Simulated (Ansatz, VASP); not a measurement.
**Si: VASP beside Ansatz**

File INCAR:

```
  ALGO = Normal
  EDIFF = 1E-7
  ENCUT = 520
  GGA = PS
  ISIF = 2
  ISMEAR = -1
  LASPH = T
  LCHARG = T
  LELF = T
  LREAL = F
  LVHAR = T
  LWAVE = F
  NBANDS = 11
  NELM = 100
  PREC = Accurate
  SIGMA = 0.08
```

File KPOINTS:

```
k-points
0
Gamma
  12 12 12
```

The input POSCAR:

```
Si
1.0
    0.0000000000      2.2257251142      2.2257251142
    2.2257251142      0.0000000000      2.2257251142
    2.2257251142      2.2257251142      0.0000000000
Si
2
Direct
   -0.1250000000     -0.1250000000     -0.1250000000
    0.1250000000      0.1250000000      0.1250000000
```

Input for Ansatz:

```yaml
crystal:
  lattice:
    - [0.0, 2.2257251142, 2.2257251142]
    - [2.2257251142, 0.0, 2.2257251142]
    - [2.2257251142, 2.2257251142, 0.0]
  atoms:
    - { symbol: Si, position: [-0.125, -0.125, -0.125] }
    - { symbol: Si, position: [0.125, 0.125, 0.125] }
kpoints:
  mp_grid: { grid: [12, 12, 12] }
scf:
  occupations: { method: fermi_dirac, width: 0.08 }
hamiltonian:
  xc: pbesol
  pseudopotentials: { kind: all_electron, lapw: { basis_error: 0.001 } }
output:
  forces: true
  stress: true
  eigenvalues: true
  populations: true
```

Change from the starting cell: volume scaled by 0.55, LAPW.

Alike in both runs: task single point; functional PBEsol; k mesh 12 × 12 × 12; occupations fermi-dirac, width 0.08 eV; no spin polarisation.

|  | VASP | Ansatz |
| --- | --- | --- |
| version | VASP 6.6.1 | Ansatz 0.2.0 |
| potentials or method | VASP PAW PBE potentials, release 64 (Si) | all-electron LAPW, scalar-relativistic |
| plane-wave cutoff (eV) | 520 | see its input |

```csv
,VASP,Ansatz,Ansatz less VASP
pressure (GPa),178.7,177.0,-1.62
```

Ansatz ran all-electron here, so the differences hold the error of VASP's frozen core and of both bases.

Caveats: the cell as given lies far from equilibrium; so large a pressure means that the cell lies far from this level's equilibrium, or that cutoff or potentials fall short (VASP); the potentials were made for another functional, which shifts forces and pressure (VASP).
